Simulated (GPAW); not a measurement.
# Si2Ni (Fm-3m) in GPAW: further runs

Aim: see how the results for Si2Ni move with the level of theory and the settings. Levels: PBEsol+D3(BJ), PBEsol+D3(BJ)+ATM, PBEsol+D4. Tasks: relaxation of cell and atoms.

Program: GPAW 26.7.0. These are calculated values, not measurements. Logs are shortened: lines on timing, memory, paths and dates and some standing lists are left out, and cuts for length are marked. The log counts tension as positive stress, the text compression.

## Step 1: The crystal as given

Symmetry: Fm-3m, No. 225, cubic system. Conventional cell: a = 5.406 Å, b = 5.406 Å, c = 5.406 Å, α = 90.00°, β = 90.00°, γ = 90.00°. Ni (site symmetry m-3m) has 8 Si at 2.34 Å as nearest neighbours. Around Si (site symmetry -43m) lie 4 Ni at 2.34 Å.

## Step 2: Relaxation of cell and atoms, PBEsol+D3(BJ), collinear spin, ferromagnetic start

Contents of run.py:

```python
from ase import Atoms
from ase.calculators.mixing import SumCalculator
from ase.filters import FrechetCellFilter
from ase.io import write
from ase.optimize import BFGS
from dftd3.ase import DFTD3
from gpaw import GPAW, PW, setup_paths

setup_paths.insert(0, '.')

atoms = Atoms(['Ni', 'Si', 'Si'],
              cell=[[0.0, 2.703, 2.703],
                    [2.703, 0.0, 2.703],
                    [2.703, 2.703, 0.0]],
              scaled_positions=[[0.0, 0.0, 0.0],
                                [0.75, 0.75, 0.75],
                                [0.25, 0.25, 0.25]],
              pbc=True)
atoms.set_initial_magnetic_moments([1.0, 0.0, 0.0])

calc = GPAW(mode=PW(600),
            xc='PBEsol',
            kpts={'size': (7, 7, 7), 'gamma': True},
            occupations={'name': 'fermi-dirac', 'width': 0.05},
            nbands=24,
            convergence={'density': 1e-05, 'forces': 0.0001},
            maxiter=150,
            txt='gpaw.txt')
atoms.calc = SumCalculator([calc, DFTD3(method='pbesol', damping='d3bj')])
opt = BFGS(FrechetCellFilter(atoms), trajectory='relax.traj', logfile='-')
done = opt.run(fmax=0.02, steps=60)
calc.write('gs.gpw')
write('result.traj', atoms)
print('Converged:', done)
print('Cell:', atoms.cell.cellpar().round(4))
print('Volume:', round(atoms.get_volume(), 4))
print(atoms.get_scaled_positions().round(5))
```

Potentials or basis: PAW data sets generated in the run's folder for this functional, pw.

Started as:

```console
$ gpaw-setup -f PBEsol Ni Si
$ OMP_NUM_THREADS=1 python run.py
```

gpaw.txt:

```text
__  _  _
 | _ |_)|_||  |
 |__||  | ||/\| - 26.7.0

Input parameters:
  mode=PW(ecut=600.0),
  convergence={'density': 1e-05, 'forces': 0.0001},
  kpts=MonkhorstPack(size=(7, 7, 7), gamma=True),
  maxiter=150,
  nbands=24,
  occupations=Occupations(name='fermi-dirac', width=0.05),
  xc=XC(name='PBEsol')

Diagonalizing LCAO Hamiltonian
Converting LCAO to pw mode

                    Si

           Si

       Ni

Atoms  # Å, Bohr magnetons
|   | symbol |        x |        y |        z |    initial magnetic moments |
|---|--------|----------|----------|----------|-----------------------------|
| 0 |     Ni | 0.000000 | 0.000000 | 0.000000 | ( 0.0000,  0.0000,  1.0000) |
| 1 |     Si | 4.054500 | 4.054500 | 4.054500 | ( 0.0000,  0.0000,  0.0000) |
| 2 |     Si | 1.351500 | 1.351500 | 1.351500 | ( 0.0000,  0.0000,  0.0000) |

Unit cell  # Å
| periodic |        x |        y |        z |  lengths |    angles |
|----------|----------|----------|----------|----------|-----------|
|      yes | 0.000000 | 2.703000 | 2.703000 | 3.822619 | 60.000000 |
|      yes | 2.703000 | 0.000000 | 2.703000 | 3.822619 | 60.000000 |
|      yes | 2.703000 | 2.703000 | 0.000000 | 3.822619 | 60.000000 |

Number of symmetries: 48
Symmetry operations  # r_c * U_cc + t_c -> r_c
|    | kind |            matrix            |
|----|------|------------------------------|
|  0 |  σ   |  1, 0, 0,  1, 0,-1,  1,-1, 0 |
|  1 |  C2  |  1, 0, 0,  1,-1, 0,  1, 0,-1 |
|  2 |  E   |  1, 0, 0,  0, 1, 0,  0, 0, 1 |
|  3 |  σ   |  1, 0, 0,  0, 0, 1,  0, 1, 0 |
|  4 |  C4  |  1, 0,-1,  1, 0, 0,  1,-1, 0 |
|  5 |  S6  |  1, 0,-1,  1,-1, 0,  1, 0, 0 |
|  6 |  σ   |  1, 0,-1,  0, 1,-1,  0, 0,-1 |
|  7 |  C3  |  1, 0,-1,  0, 0,-1,  0, 1,-1 |
|  8 |  S6  |  1,-1, 0,  1, 0, 0,  1, 0,-1 |
|  9 |  C4  |  1,-1, 0,  1, 0,-1,  1, 0, 0 |
| 10 |  C3  |  1,-1, 0,  0,-1, 1,  0,-1, 0 |
| 11 |  σ   |  1,-1, 0,  0,-1, 0,  0,-1, 1 |
| 12 |  σ   |  0, 1, 0,  1, 0, 0,  0, 0, 1 |
| 13 |  C4  |  0, 1, 0,  0, 1,-1, -1, 1, 0 |
[... 246 lines left out ...]
Forces  # eV/Ang
|        x |        y |        z |
|----------|----------|----------|
|  0.00000 | -0.00000 | -0.00000 |  # Ni   0
|  0.00000 |  0.00000 |  0.00000 |  # Si   1
| -0.00000 | -0.00000 | -0.00000 |  # Si   2

Interpolating wave functions to new cell

                    Si

           Si

       Ni

Atoms  # Å, Bohr magnetons
|   | symbol |        x |        y |         z |    initial magnetic moments |
|---|--------|----------|----------|-----------|-----------------------------|
| 0 |     Ni | 0.000000 | 0.000000 | -0.000000 | ( 0.0000,  0.0000,  0.0000) |
| 1 |     Si | 4.046667 | 4.046667 |  4.046667 | ( 0.0000,  0.0000,  0.0000) |
| 2 |     Si | 1.348889 | 1.348889 |  1.348889 | ( 0.0000,  0.0000,  0.0000) |

Unit cell  # Å
| periodic |        x |         y |         z |  lengths |    angles |
|----------|----------|-----------|-----------|----------|-----------|
|      yes | 0.000000 |  2.697778 |  2.697778 | 3.815234 | 60.000000 |
|      yes | 2.697778 | -0.000000 |  2.697778 | 3.815234 | 60.000000 |
|      yes | 2.697778 |  2.697778 | -0.000000 | 3.815234 | 60.000000 |

Number of symmetries: 48
Symmetry operations  # r_c * U_cc + t_c -> r_c
|    | kind |            matrix            |
|----|------|------------------------------|
|  0 |  σ   |  1, 0, 0,  1, 0,-1,  1,-1, 0 |
|  1 |  C2  |  1, 0, 0,  1,-1, 0,  1, 0,-1 |
|  2 |  E   |  1, 0, 0,  0, 1, 0,  0, 0, 1 |
|  3 |  σ   |  1, 0, 0,  0, 0, 1,  0, 1, 0 |
|  4 |  C4  |  1, 0,-1,  1, 0, 0,  1,-1, 0 |
|  5 |  S6  |  1, 0,-1,  1,-1, 0,  1, 0, 0 |
|  6 |  σ   |  1, 0,-1,  0, 1,-1,  0, 0,-1 |
|  7 |  C3  |  1, 0,-1,  0, 0,-1,  0, 1,-1 |
|  8 |  S6  |  1,-1, 0,  1, 0, 0,  1, 0,-1 |
|  9 |  C4  |  1,-1, 0,  1, 0,-1,  1, 0, 0 |
| 10 |  C3  |  1,-1, 0,  0,-1, 1,  0,-1, 0 |
| 11 |  σ   |  1,-1, 0,  0,-1, 0,  0,-1, 1 |
| 12 |  σ   |  0, 1, 0,  1, 0, 0,  0, 0, 1 |
| 13 |  C4  |  0, 1, 0,  0, 1,-1, -1, 1, 0 |
[... 228 lines left out ...]
|         16 |        14.381 |     0.000 |        14.381 |     0.000 |
|         17 |        14.381 |     0.000 |        14.381 |     0.000 |
|        ... |               |           |               |           |
|         23 |        30.687 |     0.000 |        30.687 |     0.000 |

No gap
No difference between direct/indirect transitions

Stress tensor  # eV/Ang^3
|         x |         y |         z |
|-----------|-----------|-----------|
| -0.004172 |  0.000000 |  0.000000 |
|  0.000000 | -0.004172 | -0.000000 |
|  0.000000 | -0.000000 | -0.004172 |

Forces  # eV/Ang
|        x |        y |        z |
|----------|----------|----------|
| -0.00000 |  0.00000 | -0.00000 |  # Ni   0
| -0.00000 | -0.00000 |  0.00000 |  # Si   1
|  0.00000 | -0.00000 | -0.00000 |  # Si   2

Interpolating wave functions to new cell

                    Si

           Si

       Ni

Atoms  # Å, Bohr magnetons
|   | symbol |         x |        y |         z |    initial magnetic moments |
|---|--------|-----------|----------|-----------|-----------------------------|
| 0 |     Ni | -0.000000 | 0.000000 | -0.000000 | ( 0.0000,  0.0000,  0.0000) |
| 1 |     Si |  4.013394 | 4.013394 |  4.013394 | ( 0.0000,  0.0000,  0.0000) |
| 2 |     Si |  1.337798 | 1.337798 |  1.337798 | ( 0.0000,  0.0000,  0.0000) |

Unit cell  # Å
| periodic |         x |        y |        z |  lengths |    angles |
|----------|-----------|----------|----------|----------|-----------|
|      yes | -0.000000 | 2.675596 | 2.675596 | 3.783864 | 60.000000 |
|      yes |  2.675596 | 0.000000 | 2.675596 | 3.783864 | 60.000000 |
|      yes |  2.675596 | 2.675596 | 0.000000 | 3.783864 | 60.000000 |

Number of symmetries: 48
Symmetry operations  # r_c * U_cc + t_c -> r_c
|    | kind |            matrix            |
|----|------|------------------------------|
|  0 |  σ   |  1, 0, 0,  1, 0,-1,  1,-1, 0 |
|  1 |  C2  |  1, 0, 0,  1,-1, 0,  1, 0,-1 |
|  2 |  E   |  1, 0, 0,  0, 1, 0,  0, 0, 1 |
|  3 |  σ   |  1, 0, 0,  0, 0, 1,  0, 1, 0 |
|  4 |  C4  |  1, 0,-1,  1, 0, 0,  1,-1, 0 |
|  5 |  S6  |  1, 0,-1,  1,-1, 0,  1, 0, 0 |
|  6 |  σ   |  1, 0,-1,  0, 1,-1,  0, 0,-1 |
|  7 |  C3  |  1, 0,-1,  0, 0,-1,  0, 1,-1 |
|  8 |  S6  |  1,-1, 0,  1, 0, 0,  1, 0,-1 |
|  9 |  C4  |  1,-1, 0,  1, 0,-1,  1, 0, 0 |
| 10 |  C3  |  1,-1, 0,  0,-1, 1,  0,-1, 0 |
| 11 |  σ   |  1,-1, 0,  0,-1, 0,  0,-1, 1 |
| 12 |  σ   |  0, 1, 0,  1, 0, 0,  0, 0, 1 |
| 13 |  C4  |  0, 1, 0,  0, 1,-1, -1, 1, 0 |
[... 229 lines left out ...]
|         16 |        14.790 |     0.000 |        14.790 |     0.000 |
|         17 |        14.790 |     0.000 |        14.790 |     0.000 |
|        ... |               |           |               |           |
|         23 |        31.303 |     0.000 |        31.303 |     0.000 |

No gap
No difference between direct/indirect transitions

Stress tensor  # eV/Ang^3
|         x |         y |         z |
|-----------|-----------|-----------|
| -0.031997 |  0.000000 |  0.000000 |
|  0.000000 | -0.031997 |  0.000000 |
|  0.000000 |  0.000000 | -0.031997 |

Forces  # eV/Ang
|        x |        y |        z |
|----------|----------|----------|
| -0.00000 | -0.00000 | -0.00000 |  # Ni   0
|  0.00000 | -0.00000 | -0.00000 |  # Si   1
|  0.00000 | -0.00000 |  0.00000 |  # Si   2

# Writing to gs.gpw (mode='')
```

stdout:

```text
Step          Energy          fmax
BFGS:    0      -21.943654        0.406109
BFGS:    1      -21.950038        0.329039
BFGS:    2      -21.961757        0.013444
Converged: True
Cell: [ 3.7839  3.7839  3.7839 60.     60.     60.    ]
Volume: 38.3082
[[0.   0.   0.  ]
 [0.75 0.75 0.75]
 [0.25 0.25 0.25]]
```

Wall time 94 s (1 thread of Arm Neoverse V2, shared host); peak memory 0.23 GiB.

What came out:

| Quantity | Value |
| --- | --- |
| Free energy | -21.9653 eV |
| Relaxed volume | 12.77 Å³/atom |
| Relaxed cell | a = 3.784 Å, b = 3.784 Å, c = 3.784 Å, α = 60.00°, β = 60.00°, γ = 60.00° |
| Space group after relaxing (to 0.05 Å) | Fm-3m (No. 225) |
| Energy gained by relaxing | 6.0 meV/atom |
| Ionic steps | 3 |
| Pressure after relaxing | 0.2 GPa |
| Band gap on the k mesh | none (metal or under the smearing width) |
| Net moment | 0.00 μB per cell |
| Dispersion energy per atom | -0.400 eV |

Step by step:
```
step  energy change (eV)  largest force (eV/Å)  pressure (GPa)  volume (Å³)
   1              0.0000                0.0000           -4.94        39.50
   2             -0.0064                0.0000           -4.03        39.27
   3             -0.0181                0.0000            0.17        38.31
```

Final structure:
```
Ni Si
1.0
     0.00000    2.67560    2.67560
     2.67560    0.00000    2.67560
     2.67560    2.67560    0.00000
Ni Si
1 2
Direct
  0.00000 0.00000 0.00000
  0.75000 0.75000 0.75000
  0.25000 0.25000 0.25000
```

Caveat: each step starts from the last one's moments, so a moment once lost doesn't come back; the stock nickel data set gives pressures a few GPa off other programs; later steps reuse the first step's grids; pairwise dispersion overbinds metals, which lowers pressure and volume.

## Step 3: Relaxation of cell and atoms, PBEsol+D3(BJ)+ATM, collinear spin, ferromagnetic start

run.py: that of step 2 with these lines changed.

```diff
@@ -28,3 +28,3 @@
             txt='gpaw.txt')
-atoms.calc = SumCalculator([calc, DFTD3(method='pbesol', damping='d3bj')])
+atoms.calc = SumCalculator([calc, DFTD3(damping='d3bj', params_tweaks=dict(method='pbesol', atm=True))])
 opt = BFGS(FrechetCellFilter(atoms), trajectory='relax.traj', logfile='-')
```

Potentials or basis: PAW data sets generated in the run's folder for this functional, pw.

Started as:

```console
$ gpaw-setup -f PBEsol Ni Si
$ OMP_NUM_THREADS=1 python run.py
```

gpaw.txt:

```text
__  _  _
 | _ |_)|_||  |
 |__||  | ||/\| - 26.7.0

Input parameters:
  mode=PW(ecut=600.0),
  convergence={'density': 1e-05, 'forces': 0.0001},
  kpts=MonkhorstPack(size=(7, 7, 7), gamma=True),
  maxiter=150,
  nbands=24,
  occupations=Occupations(name='fermi-dirac', width=0.05),
  xc=XC(name='PBEsol')

Diagonalizing LCAO Hamiltonian
Converting LCAO to pw mode

                    Si

           Si

       Ni

Atoms  # Å, Bohr magnetons
|   | symbol |        x |        y |        z |    initial magnetic moments |
|---|--------|----------|----------|----------|-----------------------------|
| 0 |     Ni | 0.000000 | 0.000000 | 0.000000 | ( 0.0000,  0.0000,  1.0000) |
| 1 |     Si | 4.054500 | 4.054500 | 4.054500 | ( 0.0000,  0.0000,  0.0000) |
| 2 |     Si | 1.351500 | 1.351500 | 1.351500 | ( 0.0000,  0.0000,  0.0000) |

Unit cell  # Å
| periodic |        x |        y |        z |  lengths |    angles |
|----------|----------|----------|----------|----------|-----------|
|      yes | 0.000000 | 2.703000 | 2.703000 | 3.822619 | 60.000000 |
|      yes | 2.703000 | 0.000000 | 2.703000 | 3.822619 | 60.000000 |
|      yes | 2.703000 | 2.703000 | 0.000000 | 3.822619 | 60.000000 |

Number of symmetries: 48
Symmetry operations  # r_c * U_cc + t_c -> r_c
|    | kind |            matrix            |
|----|------|------------------------------|
|  0 |  σ   |  1, 0, 0,  1, 0,-1,  1,-1, 0 |
|  1 |  C2  |  1, 0, 0,  1,-1, 0,  1, 0,-1 |
[... 544 lines left out ...]
| -0.003134 |  0.000000 |  0.000000 |
|  0.000000 | -0.003134 | -0.000000 |
|  0.000000 | -0.000000 | -0.003134 |

Forces  # eV/Ang
|        x |        y |       z |
|----------|----------|---------|
| -0.00000 | -0.00000 | 0.00000 |  # Ni   0
|  0.00000 |  0.00000 | 0.00000 |  # Si   1
|  0.00000 |  0.00000 | 0.00000 |  # Si   2

Interpolating wave functions to new cell

                    Si

           Si

       Ni

Atoms  # Å, Bohr magnetons
|   | symbol |         x |        y |         z |    initial magnetic moments |
|---|--------|-----------|----------|-----------|-----------------------------|
| 0 |     Ni | -0.000000 | 0.000000 | -0.000000 | ( 0.0000,  0.0000,  0.0000) |
| 1 |     Si |  4.020630 | 4.020630 |  4.020630 | ( 0.0000,  0.0000,  0.0000) |
| 2 |     Si |  1.340210 | 1.340210 |  1.340210 | ( 0.0000,  0.0000,  0.0000) |

Unit cell  # Å
| periodic |         x |        y |         z |  lengths |    angles |
|----------|-----------|----------|-----------|----------|-----------|
|      yes | -0.000000 | 2.680420 |  2.680420 | 3.790686 | 60.000000 |
|      yes |  2.680420 | 0.000000 |  2.680420 | 3.790686 | 60.000000 |
|      yes |  2.680420 | 2.680420 | -0.000000 | 3.790686 | 60.000000 |

Number of symmetries: 48
Symmetry operations  # r_c * U_cc + t_c -> r_c
|    | kind |            matrix            |
|----|------|------------------------------|
|  0 |  σ   |  1, 0, 0,  1, 0,-1,  1,-1, 0 |
|  1 |  C2  |  1, 0, 0,  1,-1, 0,  1, 0,-1 |
|  2 |  E   |  1, 0, 0,  0, 1, 0,  0, 0, 1 |
|  3 |  σ   |  1, 0, 0,  0, 0, 1,  0, 1, 0 |
|  4 |  C4  |  1, 0,-1,  1, 0, 0,  1,-1, 0 |
|  5 |  S6  |  1, 0,-1,  1,-1, 0,  1, 0, 0 |
|  6 |  σ   |  1, 0,-1,  0, 1,-1,  0, 0,-1 |
|  7 |  C3  |  1, 0,-1,  0, 0,-1,  0, 1,-1 |
|  8 |  S6  |  1,-1, 0,  1, 0, 0,  1, 0,-1 |
[... 239 lines left out ...]
No gap
No difference between direct/indirect transitions

Stress tensor  # eV/Ang^3
|         x |         y |         z |
|-----------|-----------|-----------|
| -0.025677 |  0.000000 |  0.000000 |
|  0.000000 | -0.025677 | -0.000000 |
|  0.000000 | -0.000000 | -0.025677 |

Forces  # eV/Ang
|       x |        y |        z |
|---------|----------|----------|
| 0.00000 | -0.00000 | -0.00000 |  # Ni   0
| 0.00000 | -0.00000 |  0.00000 |  # Si   1
| 0.00000 | -0.00000 | -0.00000 |  # Si   2

# Writing to gs.gpw (mode='')
```

Wall time 93 s (1 thread of Arm Neoverse V2, shared host); peak memory 0.23 GiB.

Results:

| Item | Value |
| --- | --- |
| Free energy | -21.8547 eV |
| Relaxed volume | 12.84 Å³/atom |
| Relaxed cell | a = 3.791 Å, b = 3.791 Å, c = 3.791 Å, α = 60.00°, β = 60.00°, γ = 60.00° |
| Space group after relaxing (to 0.05 Å) | Fm-3m (No. 225) |
| Energy gained by relaxing | 4.1 meV/atom |
| Ionic steps | 3 |
| Pressure after relaxing | 0.1 GPa |
| Band gap on the k mesh | none (metal or under the smearing width) |
| Net moment | 0.00 μB per cell |
| Dispersion energy per atom | -0.361 eV |

Step by step:
```tsv
step	energy change (eV)	largest force (eV/Å)	pressure (GPa)	volume (Å³)
1	0.0000	0.0000	-4.11	39.50
2	-0.0044	0.0000	-3.34	39.31
3	-0.0124	0.0000	0.12	38.52
```

Final structure:
```
Ni Si
1.0
     0.00000    2.68042    2.68042
     2.68042    0.00000    2.68042
     2.68042    2.68042    0.00000
Ni Si
1 2
Direct
  0.00000 0.00000 0.00000
  0.75000 0.75000 0.75000
  0.25000 0.25000 0.25000
```

Caveat: each step starts from the last one's moments, so a moment once lost doesn't come back; the stock nickel data set gives pressures a few GPa off other programs; later steps reuse the first step's grids; pairwise dispersion overbinds metals, which lowers pressure and volume.

(Part 1 of 2 ends here.)
